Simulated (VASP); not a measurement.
Write the native input for VASP 6.6.1 that does the following.

* Task: relaxation of cell and atoms
* Functional: PBE
* Dispersion: D3(BJ)
* Potentials or basis: VASP PAW PBE potentials, release 64 (Sn_d, S)
* Cutoff: 600 eV
* k mesh: 9 × 9 × 5
* Occupations: gaussian, width 0.03 eV
* Spin: no spin polarisation
* Further INCAR settings: ALGO = Normal; EDIFF = 1e-07; IBRION = 2; EDIFFG = -0.005; NSW = 90; ISIF = 3

The structure of SnS2 lies in POSCAR:

```
SnS2                                    
1.0
    3.6672149128      0.0000000000     -0.0000000000
   -1.8336074564      3.1759012711      0.0000000000
   -0.0000000000      0.0000000000      5.8130285616
  Sn              S             
     1     2
Direct
     0.0000000000000000    0.0000000000000000    0.0000000000000000
     0.3333333300000021    0.6666666699999979    0.2543667589496525
     0.6666666699999979    0.3333333300000021    0.7456332410503476
```

The input as run:

INCAR

```
  PREC = Accurate
  ENCUT = 600
  EDIFF = 1E-7
  ISMEAR = 0
  SIGMA = 0.03
  LREAL = F
  LASPH = T
  NELM = 80
  ALGO = Normal
  ISIF = 3
  LWAVE = F
  LCHARG = F
  GGA = PE
  IVDW = 12
  IBRION = 2
  NSW = 90
  EDIFFG = -0.005
  KPAR = 4
```

KPOINTS

```
Automatic mesh
0
Gamma
  9 9 5
```

Potentials or basis: VASP PAW PBE potentials, release 64 (Sn_d, S).

Command:

```console
$ cat potpaw_PBE.64/Sn_d/POTCAR potpaw_PBE.64/S/POTCAR > POTCAR
$ mpirun -np 4 vasp_std > vasp.out
```

Results of the run:

The relaxed volume is 22.56 Å³/atom and the relaxed cell is a = 3.667 Å, b = 3.667 Å, c = 5.811 Å, α = 90.00°, β = 90.00°, γ = 120.00°. The space group after relaxing (to 0.05 Å) is P-3m1 (No. 164). The energy gained by relaxing is 0.0 meV/atom. The ionic steps are 2, the pressure after relaxing is 0.0 GPa and the largest force after relaxing is 0.005 eV/Å. The band gap on the k mesh is 1.31 eV, indirect (least direct gap 1.75 eV) and the dispersion energy per atom is -0.328 eV.

Caveat: spin-orbit coupling is left out, which moves the levels of the heavy elements; an odd mesh through Γ misses points on the zone boundary, where band edges often lie.

Wall time 16 s on 4 MPI ranks on AMD EPYC 9R45 96-Core Processor (Zen 5), with other jobs on the host, peak memory 0.23 GiB a rank.
